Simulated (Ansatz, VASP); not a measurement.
One calculation of MgH2, two programs

```
Mg H
1.0
     3.94495    0.00000    0.00000
     0.00000    3.94495    0.00000
     0.00000    0.00000    4.74306
Mg H
2 4
Direct
  0.50000 0.00000 0.06735
  0.00000 0.50000 0.06735
  0.87754 0.87754 0.25942
  0.12246 0.12246 0.25942
  0.12246 0.87754 0.25942
  0.87754 0.12246 0.25942
```

Alike in both runs: task single point; functional PBE; k mesh 4 × 4 × 4; occupations gaussian, width 0.1 eV; no spin polarisation.

|  | VASP | Ansatz |
| --- | --- | --- |
| version | VASP 6.6.1 | Ansatz 0.2.0 |
| potentials or method | VASP PAW PBE potentials, release 64 (Mg, H) | scalar-relativistic, plane waves, PAW |
| plane-wave cutoff (eV) | 520 | 420 |
| valence electrons in the cell | 8 | 24 |

```csv
,VASP,Ansatz,Ansatz less VASP
gap on the k mesh at the Fermi level (eV),none,none,-
pressure (GPa),19.9,20.0,+0.07
largest component of the traceless stress (GPa),16.31,16.27,-0.035
rms of the force components (eV/Å),1.779,1.780,+0.0008
```

Atom by atom the forces differ by 0.003 eV/Å (rms over components). A gap of «none» marks a metal or a gap that the smearing closes. With one functional, cell and mesh, what is left measures potentials, basis and numerics. The two sets of potentials don't hold the same shells in valence.

Caveats: the k mesh is coarse (spacing up to 0.40 Å⁻¹), so the values aren't converged; so large a pressure means that the cell lies far from this level's equilibrium, or that cutoff or potentials fall short (VASP); forces of over 1 eV/Å show positions far from the minimum, so gaps and moduli don't describe the material at rest.
